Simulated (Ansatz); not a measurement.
**MgS: a prediction, then the measurements**

Theory: Ansatz, DFT PBE, scalar-relativistic, plane waves, PAW.

Cutoff 420 eV; k points 8×8×8 on the computed 2-atom cell (Γ-centred); Gaussian smearing, width 0.02 eV; no spin polarisation.

Relaxed structure:

Space group Fm-3m (No. 225). a = 5.229 Å, b = 5.229 Å, c = 5.229 Å, α = 90.00°, β = 90.00°, γ = 90.00°
```csv
atom,site,symmetry,x,y,z
Mg,4b,m-3m,0.5000,0.0000,0.0000
S,4a,m-3m,0.0000,0.0000,0.0000
```

- Space group: Fm-3m (No. 225)
- Volume per atom: 17.88 Å³
- Formation energy from the elements' standard states (uncorrected): -1.444 eV/atom
- Kohn–Sham band gap: 2.76 eV, indirect from Γ to X
- Orbital (Löwdin) character of the top 1 eV of the valence band: S 3p 97 %
- Orbital (Löwdin) character of the lowest 1 eV of the conduction band: Mg 3s 74 %, unprojected 15 %
- Electron masses at the edge by direction of the standard setting (m_e; one valley, along these axes only; no spin-orbit coupling): x: 0.52; y: 0.29; z: 0.29
- Hole masses at the edge by direction of the standard setting (m_e; one valley, along these axes only; no spin-orbit coupling): x: 0.97, 0.97, 0.25; y: 0.97, 0.97, 0.25; z: 0.97, 0.97, 0.25
- Bader charge by site (e): Mg (1 in the cell) 1.67, S (1 in the cell) -1.67

**Against measurements.**

A measured lattice constant a of MgS is 5.2023 Å (294.15 K; a printed reference work (data compilation)); the calculated 5.229 Å exceeds it by 0.5 %. The calculation is for 0 K without zero-point motion.

The cell was relaxed from a distorted copy of a database structure. Kohn–Sham gaps at this level usually fall short of measured ones. Löwdin shares on free-atom orbitals overweight diffuse shells in the empty bands.
